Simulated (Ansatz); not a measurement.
(110) slab cut from the bulk of GaSb, F-43m (No. 216); the slab's formula is GaSb:

```yaml
crystal:
  lattice:
    - [4.32129, 0.00000, 0.00000]
    - [0.00000, 6.11123, 0.00000]
    - [0.00000, 0.00000, 25.80323]
  atoms:
    - { symbol: Ga, position: [0.50000, 0.50000, 0.29066] }
    - { symbol: Sb, position: [0.00000, 0.25000, 0.29066] }
    - { symbol: Ga, position: [0.00000, 0.00000, 0.37440] }
    - { symbol: Sb, position: [0.50000, 0.75000, 0.37440] }
    - { symbol: Ga, position: [0.50000, 0.50000, 0.45813] }
    - { symbol: Sb, position: [0.00000, 0.25000, 0.45813] }
    - { symbol: Ga, position: [0.00000, 0.00000, 0.54187] }
    - { symbol: Sb, position: [0.50000, 0.75000, 0.54187] }
    - { symbol: Ga, position: [0.50000, 0.50000, 0.62560] }
    - { symbol: Sb, position: [0.00000, 0.25000, 0.62560] }
    - { symbol: Ga, position: [0.00000, 0.00000, 0.70934] }
    - { symbol: Sb, position: [0.50000, 0.75000, 0.70934] }
```

Method: Ansatz 0.2.0, DFT PBEsol, scalar-relativistic, plane waves, PAW. Settings: cutoff 420 eV, Γ-centred mesh 8×6×1 on the computed 12-atom cell, Gaussian smearing of 0.10 eV; no spin polarisation. The cell repeats along c with a dipole correction in the vacuum.

(1) What forces act on the atoms?

Results:

(1)
| atom | Fx (eV/Å) | Fy (eV/Å) | Fz (eV/Å) |
| --- | --- | --- | --- |
| Ga1 | 0.000 | -0.643 | 0.989 |
| Sb2 | 0.000 | 0.015 | -0.987 |
| Ga3 | 0.000 | 0.207 | 0.191 |
| Sb4 | 0.000 | 0.470 | -0.421 |
| Ga5 | 0.000 | -0.143 | 0.111 |
| Sb6 | 0.000 | 0.094 | 0.074 |
| Ga7 | 0.000 | -0.143 | -0.111 |
| Sb8 | 0.000 | 0.094 | -0.074 |
| Ga9 | 0.000 | 0.207 | -0.191 |
| Sb10 | 0.000 | 0.470 | 0.421 |
| Ga11 | 0.000 | -0.643 | -0.989 |
| Sb12 | 0.000 | 0.015 | 0.987 |

Cost: 1 run of about 3 core-minutes, on Intel Xeon Platinum 8259CL (Skylake/Cascade Lake) (shared hosts).